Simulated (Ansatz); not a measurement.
# Ag: a tetragonal deformation path

This session takes Ag and sets out to look for other minima along a tetragonal path.

Method: DFT PBE, scalar-relativistic, plane waves, PAW, in Ansatz 0.2.0.

**1. Starting point**

It takes space group Fm-3m (No. 225, cubic). Conventional cell: a = 4.086 Å, b = 4.086 Å, c = 4.086 Å, α = 90.00°, β = 90.00°, γ = 90.00°. Around Ag (site symmetry m-3m) lie 12 Ag at 2.89 Å.

Structure file:

```
CELL_PARAMETERS angstrom
0.00000 2.04310 2.04310
2.04310 0.00000 2.04310
2.04310 2.04310 0.00000
ATOMIC_POSITIONS crystal
Ag 0.00000 0.00000 0.00000
```

The cell is taken as given, not relaxed at this level.

**2. Zero of energy**

Reference values: F = -7590.5460 eV; pressure 4.66 GPa; largest force 0.000 eV/Å; gap on the mesh none (metal). It was computed beforehand with the settings of the runs below.

**3. Setting up a tetragonal deformation path**

At fixed volume and fractional coordinates, lengths along (0.000, 0.000, 1.000) are scaled against those across it; ρ is that ratio over its starting value.

**4. At ρ = 0.707**

Contents of input.yaml:

```yaml
crystal:
  lattice:
    - [0.0, 2.2934176608, 1.6214462862]
    - [2.2934176608, 0.0, 1.6214462862]
    - [2.2934176608, 2.2934176608, 0.0]
  atoms:
    - { symbol: Ag, position: [0.0, 0.0, 0.0] }
basis:
  ecutwfc: 420
kpoints:
  mp_grid: { grid: [22, 22, 22] }
hamiltonian:
  xc: pbe
scf:
  occupations: { method: gaussian, width: 0.15 }
output:
  forces: true
  stress: true
  eigenvalues: true
```

The run is started by

```
> ansatz run input.yaml --threads 1 --pin off --max-ram 2560MiB --backend cpu --events-out ev --progress --plain --runs-dir out
```

Further runs follow: ρ = 1.414; At ρ = 0.850; At ρ = 1.200; point ρ = 0.780; point ρ = 1.300; point ρ = 0.920; point ρ = 1.100; point ρ = 0.650; point ρ = 1.500; At ρ = 0.960; ρ = 1.050.

What does the calculation give? Wanted: highest point.

As calculated:

```
     quantity                        value
highest point  475.2 meV/atom at ρ = 1.500
```

The undisturbed cell stays the lowest of the sampled points. No sampled point inside the path is a dip, apart from those named. At ρ = 0.707 the cell takes another symmetry, Im-3m, 39.4 meV/atom from the start at this fixed volume.
